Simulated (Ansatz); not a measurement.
Relaxed SrF$_{2}$ (fluorite):

```
CELL_PARAMETERS angstrom
      0.00000     5.85727     5.85727
      2.92864     0.00000     2.92864
      2.92864     2.92864     0.00000
ATOMIC_POSITIONS crystal
  Sr 0.00000 0.00000 0.00000
  Sr 0.50000 0.00000 0.00000
  F  0.12500 0.25000 0.25000
  F  0.62500 0.25000 0.25000
  F  0.37500 0.75000 0.75000
  F  0.87500 0.75000 0.75000
```

The atoms are displaced by Q × the pattern below (from a DFPT mode at L = (0.5, 0.0, 0.0), largest move 1; Q in Å), at fixed cell. (q is in reciprocal vectors of the primitive cell; the cell shown is doubled to hold the pattern.)

```json
[
 {"atom": "Sr1", "x": "-0.577", "y": "0.577", "z": "0.577"},
 {"atom": "Sr2", "x": "0.577", "y": "-0.577", "z": "-0.577"},
 {"atom": "F3", "x": "-0.417", "y": "0.417", "z": "0.417"},
 {"atom": "F4", "x": "0.417", "y": "-0.417", "z": "-0.417"},
 {"atom": "F5", "x": "0.417", "y": "-0.417", "z": "-0.417"},
 {"atom": "F6", "x": "-0.417", "y": "0.417", "z": "0.417"}
]
```

The numbers are results of PBE (plane waves to 420 eV, PAW, scalar-relativistic; Ansatz, a quantum-chemistry and plane-wave program), not measurements. k mesh 5×10×10 (Γ-centred), Fermi-Dirac smearing 0.05 eV. E stands for the smeared free energy. SrF2 was relaxed with its symmetry unable to fall. The zero of ΔE is the undisplaced structure.

```tsv
Q (Å)	ΔE (meV/cell)
-0.2800	1419
-0.2333	withheld
-0.1867	509
-0.1400	264
-0.0933	110
-0.0467	27
0.0000	0
0.0467	27
0.0933	110
0.1400	264
0.1867	509
0.2333	withheld
0.2800	1419
```

Task: Fit an even polynomial form (powers 2, 4) to the given rows and predict ΔE at Q = 0.2333.

Result: Least squares on the 11 given rows: ΔE = (11860)·Q² + (79540)·Q⁴, in meV/cell with Q in Å; root-mean-square residual 0.8 meV/cell. At 0.2333 the fit gives 881 meV/cell; the calculation gives 878 meV/cell, so the interpolation is off by 3 (+0.3 %). The quadratic term alone would give 646 meV/cell.

(A displaced cell: forces are minus the slopes of the energy, force constants its curvatures, and phonons follow from these.)
